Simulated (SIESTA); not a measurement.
TiSi2 under changes of volume

One of the cells (14.260 Å³/atom); the others are scaled copies at fixed shape and fractional positions:

```xyz
6
Lattice="0.0000 4.1448 4.2911 2.4053 0.0000 4.2911 2.4053 4.1448 0.0000" Properties=species:S:1:pos:R:3 pbc="T T T"
Ti    3.6080    6.2172    6.4367
Ti    2.4053    4.1448    4.2911
Si    1.2027    3.4200    2.1456
Si    1.2027    0.7248    2.1456
Si    2.4053    1.3476    4.2911
Si    2.4053    6.9420    4.2911
```

The cell is a database's computed one.

- Program: SIESTA 5.4.2
- Functional: PBEsol
- Potentials or basis: PseudoDojo 0.4 standard (PBEsol files)
- Basis: DZP (energy shift 0.003 Ry; two zetas on semicore shells)
- Grid cutoff: 800 Ry
- Energy shift: 0.003 Ry
- k mesh: 7 × 7 × 7
- Occupations: fermi-dirac, width 0.05 eV
- Spin: no spin polarisation

| volume (Å³/atom) | energy over the lowest point (meV/atom) | pressure (GPa) | largest force (eV/Å) |
| --- | --- | --- | --- |
| 13.142 | 18.41 | 9.1 | 0.097 |
| 13.421 | 6.00 | 5.3 | 0.079 |
| 13.701 | 0.00 | 1.8 | 0.064 |
| 14.260 | ? | ? | ? |
| 14.540 | 13.96 | -6.6 | 0.029 |
| 14.820 | 27.55 | -8.9 | 0.018 |

**Question.** What does the run at 14.260 Å³/atom give?

**Answer.** Energy over the lowest point 4.53 meV/atom; pressure -4.1 GPa; largest force 0.040 eV/Å.

Worked out: A Birch-Murnaghan fit of order 3 (a polynomial in V^(-2/3)) to the other rows has its minimum at 13.85 Å³/atom with B0 = V·E''(V) = 153 GPa and B' = 4.4 at fixed shape and positions, which overstates the stiffness. It gives 4.52 meV/atom at 14.260 Å³/atom, against the run's 4.53, and -dE/dV = -4.1 GPa, against -4.1.

Energies are extrapolated to zero smearing.

Caveats: the basis of atomic orbitals isn't converged, which shifts pressures, moduli and gaps.
